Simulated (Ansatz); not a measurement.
# Relaxing ZrC3

Method: DFT PBE, scalar-relativistic, plane waves, PAW in Ansatz. Cutoff 420 eV, Γ-centred k mesh, Gaussian smearing, no spin polarisation in the final step.

The start puts ZrC3 on the anti-Li3N structure type (P6/mmm, No. 191), with Zr in place of N, C in place of Li, at a guessed volume.

```
Zr C
1.0
     3.54653    0.00000    0.00000
    -1.77326    3.07138    0.00000
     0.00000    0.00000    3.74299
Zr C
1 3
Direct
  0.00000 0.00000 0.00000
  0.00000 0.00000 0.50000
  0.33333 0.66667 0.00000
  0.66667 0.33333 0.00000
```

Steps on the 6×6×4 mesh (4 atoms). 8 of 9 steps are shown, and the free energy counts from the last. Trial steps that were taken back and renewals of the plane-wave basis can be among the rows.

| step | ΔF (meV/atom) | V (Å³/atom) | P (GPa) |
| --- | --- | --- | --- |
| 1 | 1040.4 | 10.19 | 84.72 |
| 2 | 455.4 | 11.65 | 46.27 |
| 3 | 182.8 | 12.91 | 23.31 |
| 4 | 57.7 | 14.42 | 4.97 |
| 5 | 50.3 | 15.02 | -0.36 |
| 7 | 3.3 | 14.98 | 2.74 |
| 8 | 0.6 | 15.32 | 0.29 |
| 9 | 0.0 | 15.32 | 0.29 |

A final relaxation ran on a 12×12×10 mesh. The relaxed crystal, P6/mmm (No. 191):

```
Zr C
1.0
     4.01777    0.00000    0.00000
    -2.00889    3.47949    0.00000
     0.00000    0.00000    4.39657
Zr C
1 3
Cartesian
  0.0000 0.0000 0.0000
  0.0000 0.0000 2.1983
  0.0000 2.3197 0.0000
  2.0089 1.1598 0.0000
```

```yaml
Volume_per_atom: 15.37 Å³
Density: 3.44 g/cm³
Energy_over_the_elements: 2.69 eV/atom
Gap_on_the_12×12×10_mesh: 0 eV (a metal)
```

Energies over the elements count from the elements' standard structures at the same level, with no empirical corrections.

The final run used a 12×12×10 mesh on its 4-atom cell and 0.10 eV smearing. The k mesh leaves about 4 meV/atom of noise in metals.

Symmetry constrained the relaxation, so the result can be a saddle point.

Cost: 3 runs of about 0.36 core-minutes in all, on Intel Xeon 6975P-C (Granite Rapids) (shared hosts).